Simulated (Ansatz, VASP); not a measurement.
## One calculation of AlN, two programs

```
Al N
1.0
     0.25527    2.16983    2.16983
     2.16983    0.25527    2.16983
     2.16983    2.16983    0.25527
Al N
1 1
Direct
  0.50000 0.50000 0.50000
  0.00000 0.00000 0.00000
```

Alike in both runs: task single point; functional PBE; k mesh 10 × 10 × 10; occupations gaussian, width 0.05 eV; no spin polarisation.

```csv
,VASP,Ansatz
version,VASP 6.6.1,Ansatz 0.2.0
potentials or method,"VASP PAW PBE potentials, release 64 (Al, N)","scalar-relativistic, plane waves, PAW"
plane-wave cutoff (eV),520,420
valence electrons in the cell,8,8
```

|  | VASP | Ansatz | Ansatz less VASP |
| --- | --- | --- | --- |
| gap on the k mesh at the Fermi level (eV) | 1.82 | 1.83 | +0.011 |
| least direct gap on the mesh (eV) | 2.25 | 2.24 | -0.006 |
| pressure (GPa) | 3.4 | 3.7 | +0.30 |
| largest component of the traceless stress (GPa) | 43.44 | 43.41 | -0.026 |

A k mesh can miss the band edges. Expect the measured gap to be larger: semilocal functionals such as PBE lack the derivative discontinuity.
